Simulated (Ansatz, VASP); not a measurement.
Ag: VASP beside Ansatz

File INCAR:

```
PREC = Accurate
ENCUT = 520
EDIFF = 1E-7
ISMEAR = -1
SIGMA = 0.05
LREAL = F
LASPH = T
NELM = 100
ALGO = Normal
ISIF = 2
LWAVE = F
LCHARG = F
GGA = PS
NBANDS = 30
```

KPOINTS

```
Automatic mesh
0
Gamma
  11 11 3
```

Contents of POSCAR:

```
Ag
1.0
    2.8862000000      0.0000000000      0.0000000000
   -1.4431000000      2.4995225204      0.0000000000
    0.0000000000      0.0000000000     10.0000000000
Ag
4
Direct
   -0.0078490000     -0.0343750000      0.5008220000
    0.0011900000      0.0095540000      0.0064840000
    0.6680490000      0.3451560000      0.7518570000
    0.3382240000      0.6672080000      0.2479270000
```

File input.yaml:

```yaml
crystal:
  lattice:
    - [2.8862, 0.0, 0.0]
    - [-1.4431, 2.4995225204, 0.0]
    - [0.0, 0.0, 10.0]
  atoms:
    - { symbol: Ag, position: [-0.007849, -0.034375, 0.500822] }
    - { symbol: Ag, position: [0.00119, 0.009554, 0.006484] }
    - { symbol: Ag, position: [0.668049, 0.345156, 0.751857] }
    - { symbol: Ag, position: [0.338224, 0.667208, 0.247927] }
hamiltonian:
  xc: pbesol
  pseudopotentials: { kind: paw }
kpoints:
  mp_grid: { grid: [11, 11, 3] }
scf:
  occupations: { method: fermi_dirac, width: 0.05 }
output:
  forces: true
  stress: true
  eigenvalues: true
```

Change from the starting cell: atoms moved at random, drawn with an rms of 0.05 Å.

Alike in both runs: task single point; functional PBEsol; k mesh 11 × 11 × 3; occupations fermi-dirac, width 0.05 eV; no spin polarisation.

|  | VASP | Ansatz |
| --- | --- | --- |
| version | VASP 6.6.1 | Ansatz 0.2.0 |
| potentials or method | VASP PAW PBE potentials, release 64 (Ag) | Ansatz PAW |
| plane-wave cutoff (eV) | 520 | 420 |
| valence electrons in the cell | 44 | 76 |

VASP gave:

```
gap on the k mesh at the Fermi level (eV)       : none
pressure (GPa)                                  : -7.1
largest component of the traceless stress (GPa) : 2.07
rms of the force components (eV/Å)              : 0.084
```

Task: Estimate Ansatz's values.

Result: gap on the k mesh at the Fermi level (eV): none; pressure (GPa): -7.0; largest component of the traceless stress (GPa): 2.10; rms of the force components (eV/Å): 0.085.

Atom by atom the forces differ by 0.001 eV/Å (rms over components). A gap of «none» marks a metal or a gap that the smearing closes. The two sets of potentials don't hold the same shells in valence.

Caveats: the PAW data sets were made with another functional, which shifts forces and pressure a little (VASP); the PAW data sets come from PBE, with cores solved anew for the run's functional, which leaves a small shift of forces and pressure (Ansatz).
